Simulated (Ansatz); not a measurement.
# Ir(111) with 4 layers of random Ir-Au, 2x2: scattering by chemical disorder

Aim: the residual resistivity of a random alloy, from Ir(111) with 4 layers of random Ir-Au, 2x2 and longer regions.

Calculated with Ansatz 0.2.0; Ansatz plane-wave DFT, PBE, PAW files; ballistic transport by layer matching (Landauer), zero bias; PAW set soft_1.

Report form: the programs' logs are mostly left out.

## (1) Starting point

The cell holds 40 atoms: 32 Ir and 8 Au. Cell: a = 5.430 Å, b = 5.430 Å, c = 22.222 Å, α = 93.5°, β = 86.5°, γ = 120.0°. It derives from Ir. Regions: lead, 24 atoms (24 Ir); scattering region, 16 atoms (8 Au and 8 Ir). The structure is stacked along c, and the current runs across the ab planes.

## (2) With 4 alloy layers

In 4 layers a share of 0.5 of the sites is given to Au at random. The layers about the cell's end stay perfect and serve as the lead. Disorder leaves little or no symmetry, which makes such runs dear. Energies from -0.05 to 0.05 eV in steps of 0.05 eV are too few for the program's thermal sum, so it prints no conductance; for a metal the transmission near the Fermi level serves, at a fraction of the cost.

Input file input.yaml:

```yaml
crystal:
  lattice:
    - [5.4297315514, 0.0, 0.0]
    - [-2.7148657757, 4.7022854592, 0.0]
    - [1.3574328878, -0.7837142432, 22.1667862353]
  atoms:
    - { symbol: Ir, position: [0.9916666667, 0.0083333333, 0.05] }
    - { symbol: Ir, position: [0.9916666667, 0.5083333333, 0.05] }
    - { symbol: Ir, position: [0.4916666667, 0.0083333333, 0.05] }
    - { symbol: Ir, position: [0.4916666667, 0.5083333333, 0.05] }
    - { symbol: Ir, position: [0.1416666667, 0.3583333333, 0.15] }
    - { symbol: Ir, position: [0.1416666667, 0.8583333333, 0.15] }
    - { symbol: Ir, position: [0.6416666667, 0.3583333333, 0.15] }
    - { symbol: Ir, position: [0.6416666667, 0.8583333333, 0.15] }
[... 28 atom lines left out ...]
    - { symbol: Ir, position: [0.8416666667, 0.1583333333, 0.95] }
    - { symbol: Ir, position: [0.8416666667, 0.6583333333, 0.95] }
    - { symbol: Ir, position: [0.3416666667, 0.1583333333, 0.95] }
    - { symbol: Ir, position: [0.3416666667, 0.6583333333, 0.95] }
kpoints:
  mp_grid: { grid: [5, 5, 1] }
hamiltonian:
  xc: pbe
  pseudopotentials: { kind: paw, azcp: { folder: soft_1 } }
scf:
  occupations: { method: fermi_dirac, width: 0.1 }
output:
  transmission:
    leads: [[0, 4]]
    kmesh: [10, 10]
    e_range: [-0.05, 0.05]
    de: 0.05
  write_potential: true
  write_density: true
  volumetric_format: npy
```

Run with:

```
$ ansatz run input.yaml --threads 4 --pin off --max-ram 15360MiB --backend cpu --events-out ev --progress --plain --runs-dir out
```

Elapsed: 3.5 min, on 4 threads of Intel Xeon Platinum 8559C (Emerald Rapids), shared host; peak memory 5.3 GiB.

This step gave:

- free energy: -487178.2599 eV
- energy at zero smearing: -487177.6408 eV
- Fermi energy: 25.83 eV
- cell area: 25.53 Å²
- transmission per spin nearest the Fermi level: 2.426
- open channels per spin nearest the Fermi level: 5.9
- step of the lead's potential: 53.9 meV

Per spin. Table of transmission, zone mean by energy, zero at the Fermi level:

```
energy (eV)  transmission, zone mean
    -0.0500                     2.48
     0.0000                     2.43
     0.0500                     2.41
```

Per spin. The open channels, zone mean, lead by energy, zero at the Fermi level:

```
energy (eV)  open channels, zone mean, lead
    -0.0500                             5.9
     0.0000                             5.9
     0.0500                            6.22
```

Transmission over k1 and k2. At 0.0000 eV from the Fermi level.

Ten even steps from '0' (1.41) to '9' (4.36):
```
2312243203
1022332100
1221213123
5442992435
6663999366
5534299244
1321312122
1001233220
2302342213
3311343113
```
Columns: k1 (b1) from -0.5 to 0.4; rows upwards: k2 (b2) from -0.5 to 0.4.

Open channels over k1 and k2. At 0.0000 eV from the Fermi level.

Values, 10 rows by 10 columns:
```
6.00 6.00 6.00 6.00 6.00 6.00 6.00 6.00 6.00 6.00
5.00 6.00 6.00 6.00 6.00 6.00 6.00 5.00 6.00 6.00
5.00 6.00 6.00 5.00 5.00 5.00 6.00 6.00 5.00 6.00
6.00 6.00 6.00 5.00 8.00 8.00 5.00 6.00 6.00 6.00
6.00 6.00 6.00 5.00 8.00 8.00 8.00 5.00 6.00 6.00
6.00 6.00 6.00 6.00 5.00 8.00 8.00 5.00 6.00 6.00
5.00 6.00 5.00 6.00 6.00 5.00 5.00 5.00 6.00 6.00
5.00 6.00 6.00 5.00 6.00 6.00 6.00 6.00 6.00 6.00
6.00 6.00 6.00 6.00 6.00 6.00 6.00 6.00 6.00 6.00
6.00 6.00 5.00 5.00 6.00 6.00 6.00 5.00 5.00 6.00
```
Columns: k1 (b1) from -0.5 to 0.4; rows upwards: k2 (b2) from -0.5 to 0.4.

Over the solved energies the transmission per spin lies between 2.41 and 2.48, out of 6.01 channels of the lead on average (up to 6.22). The log calls the step of a lead's potential too much.

## (3) With 8 alloy layers

In 8 layers a share of 0.5 of the sites is given to Au at random. A fresh draw is used; the growth of the resistance with length is what counts.

System of this step: Ir(111) with 8 layers of random Ir-Au, 2x2. The cell holds 56 atoms: 40 Ir and 16 Au. Its edges and angles: a = 5.430 Å, b = 5.430 Å, c = 31.073 Å, α = 87.5°, β = 92.5°, γ = 120.0°. It derives from Ir. Regions: lead, 24 atoms (24 Ir); scattering region, 32 atoms (16 Ir and 16 Au). The structure is stacked along c, and the current runs across the ab planes.

Input file input.yaml:

```yaml
crystal:
  lattice:
    - [5.4297315514, 0.0, 0.0]
    - [-2.7148657757, 4.7022854592, 0.0]
    - [-1.3574328878, 0.7837142432, 31.0335007294]
  atoms:
    - { symbol: Ir, position: [0.005952381, 0.994047619, 0.0357142857] }
    - { symbol: Ir, position: [0.005952381, 0.494047619, 0.0357142857] }
    - { symbol: Ir, position: [0.505952381, 0.994047619, 0.0357142857] }
    - { symbol: Ir, position: [0.505952381, 0.494047619, 0.0357142857] }
    - { symbol: Ir, position: [0.1845238095, 0.3154761905, 0.1071428571] }
    - { symbol: Ir, position: [0.1845238095, 0.8154761905, 0.1071428571] }
    - { symbol: Ir, position: [0.6845238095, 0.3154761905, 0.1071428571] }
    - { symbol: Ir, position: [0.6845238095, 0.8154761905, 0.1071428571] }
[... 44 atom lines left out ...]
    - { symbol: Ir, position: [0.3273809524, 0.1726190476, 0.9642857143] }
    - { symbol: Ir, position: [0.3273809524, 0.6726190476, 0.9642857143] }
    - { symbol: Ir, position: [0.8273809524, 0.1726190476, 0.9642857143] }
    - { symbol: Ir, position: [0.8273809524, 0.6726190476, 0.9642857143] }
kpoints:
  mp_grid: { grid: [5, 5, 1] }
hamiltonian:
  xc: pbe
  pseudopotentials: { kind: paw, azcp: { folder: soft_1 } }
scf:
  occupations: { method: fermi_dirac, width: 0.1 }
output:
  transmission:
    leads: [[0, 4]]
    kmesh: [10, 10]
    e_range: [-0.05, 0.05]
    de: 0.05
  write_potential: true
  write_density: true
  volumetric_format: npy
```

It took 6.9 min on 4 threads; peak memory 9.1 GiB; 27 min of CPU time.

This step gave:

| Property | Result |
| --- | --- |
| free energy | -687874.2840 eV |
| energy at zero smearing | -687873.4558 eV |
| transmission per spin nearest the Fermi level | 1.329 |
| open channels per spin nearest the Fermi level | 5.78 |
| step of the lead's potential | 39 meV |

Per spin. The transmission, zone mean by energy, zero at the Fermi level:

```
energy (eV)  transmission, zone mean
    -0.0500                     1.37
     0.0000                     1.33
     0.0500                     1.36
```

Over the solved energies the transmission per spin lies between 1.33 and 1.37, out of 5.96 channels of the lead on average (up to 6.2). The log calls the step of a lead's potential too much.

## (4) With 12 alloy layers

In 12 layers a share of 0.5 of the sites is given to Au at random. A fresh draw is used; the growth of the resistance with length is what counts.

System of this step: Ir(111) with 12 layers of random Ir-Au, 2x2. The cell holds 72 atoms: 48 Ir and 24 Au. Its edges and angles: a = 5.430 Å, b = 5.430 Å, c = 39.900 Å, α = 90.0°, β = 90.0°, γ = 120.0°. It derives from Ir. Regions: lead, 24 atoms (24 Ir); scattering region, 48 atoms (24 Au and 24 Ir). The structure is stacked along c, and the current runs across the ab planes.

Input file input.yaml:

```yaml
crystal:
  lattice:
    - [5.4297315514, 0.0, 0.0]
    - [-2.7148657757, 4.7022854592, 0.0]
    - [0.0, 0.0, 39.9002152235]
  atoms:
    - { symbol: Ir, position: [0.0, 0.0, 0.0277777778] }
    - { symbol: Ir, position: [0.0, 0.5, 0.0277777778] }
    - { symbol: Ir, position: [0.5, 0.0, 0.0277777778] }
    - { symbol: Ir, position: [0.5, 0.5, 0.0277777778] }
    - { symbol: Ir, position: [0.1666666667, 0.3333333333, 0.0833333333] }
    - { symbol: Ir, position: [0.1666666667, 0.8333333333, 0.0833333333] }
    - { symbol: Ir, position: [0.6666666667, 0.3333333333, 0.0833333333] }
    - { symbol: Ir, position: [0.6666666667, 0.8333333333, 0.0833333333] }
[... 60 atom lines left out ...]
    - { symbol: Ir, position: [0.3333333333, 0.1666666667, 0.9722222222] }
    - { symbol: Ir, position: [0.3333333333, 0.6666666667, 0.9722222222] }
    - { symbol: Ir, position: [0.8333333333, 0.1666666667, 0.9722222222] }
    - { symbol: Ir, position: [0.8333333333, 0.6666666667, 0.9722222222] }
kpoints:
  mp_grid: { grid: [5, 5, 1] }
hamiltonian:
  xc: pbe
  pseudopotentials: { kind: paw, azcp: { folder: soft_1 } }
scf:
  occupations: { method: fermi_dirac, width: 0.1 }
output:
  transmission:
    leads: [[0, 4]]
    kmesh: [10, 10]
    e_range: [-0.05, 0.05]
    de: 0.05
  write_potential: true
  write_density: true
  volumetric_format: npy
```

Elapsed: 12 min, on 4 threads; peak memory 8 GiB.

Numbers from this step:

- free energy: -888569.8615 eV
- energy at zero smearing: -888568.7541 eV
- Fermi energy: 25.82 eV
- transmission per spin nearest the Fermi level: 1.167
- open channels per spin nearest the Fermi level: 6.02
- step of the lead's potential: 39.3 meV

Per spin. The transmission, zone mean by energy, zero at the Fermi level:

```
energy (eV)  transmission, zone mean
    -0.0500                     1.22
     0.0000                     1.17
     0.0500                     1.16
```

Over the solved energies the transmission per spin lies between 1.16 and 1.22, out of 6.06 channels of the lead on average (up to 6.26). The log calls the step of a lead's potential too much.

## (5) Resistance against length

This step: Ansatz plane-wave DFT, PBE, PAW files; ballistic transport by layer matching (Landauer), zero bias; residual resistivity from the slope of the area resistance, atoms on the host's lattice; PAW set soft_1 (Ansatz 0.2.0).

Numbers from this step:

```yaml
resistivity: 81.18 µΩ cm
intercept: 0.2039 fΩ m²
scatter_about_the_fit: 0.1716 fΩ m²
```

Resistance, by row:

```
run  length (Å)      T  channels N  RA (fΩ m²)
 n4       8.867  2.439       6.007      0.8024
 n8       17.73  1.351        5.96       1.886
n12        26.6  1.183        6.06       2.242
```

The area resistance by length of the alloy:

```
length of the alloy (Å)  area resistance (fΩ m²)
                   8.87                    0.802
                  17.73                     1.89
                  26.60                     2.24
```

The area resistance goes from 0.80 to 2.2 fΩ m² between 8.9 and 26.6 Å, a slope of 81 µΩ cm.

By hand from the end points: (2.242 − 0.8024) fΩ m² / (26.60 − 8.87) Å = 81 µΩ cm, since 1 fΩ m² per Å is 1000 µΩ cm.

## (6) What came out

```yaml
resistivity_from_the_slope: 81.2 µΩ cm
area_resistance_over_8p87_a: 0.802 fΩ m²
area_resistance_over_17p7_a: 1.89 fΩ m²
area_resistance_over_26p6_a: 2.24 fΩ m²
```

The slope gives 81 µΩ cm. The points scatter by 0.17 fΩ m² about the line, with one random draw a length in a 2x2 cell, so the slope is a rough value. The lead's own channel count moves between the runs (6.01, 5.96 and 6.06), which shifts RA and the slope too. Read with a model of isotropic scattering on a spherical Fermi surface and the lead's 1.8×10¹⁵ S/m², this slope means a mean free path near 5.1 Å (a rough figure, since the alloy's own channel count differs); over these lengths the model's slope is within 3 % of its bulk resistivity, though a free path of a few ångströms strains the picture. The atoms sit on the host's lattice, so scattering by size misfit is left out. Spin-orbit coupling is left out, which matters for Au and Ir. A lead's potential steps by up to 54 meV from period to period, which the log calls too much, so longer leads could move the result.

[Logs are printed without paths, hosts, clocks, repeated set-up lines and the standing remarks that a program may print on its own settings, such as how far it seeks lower states.]

[Hosts, paths, dates, database ids (printed as entryN), source tags and the programs' standing remarks are cut or masked in the printed files.]
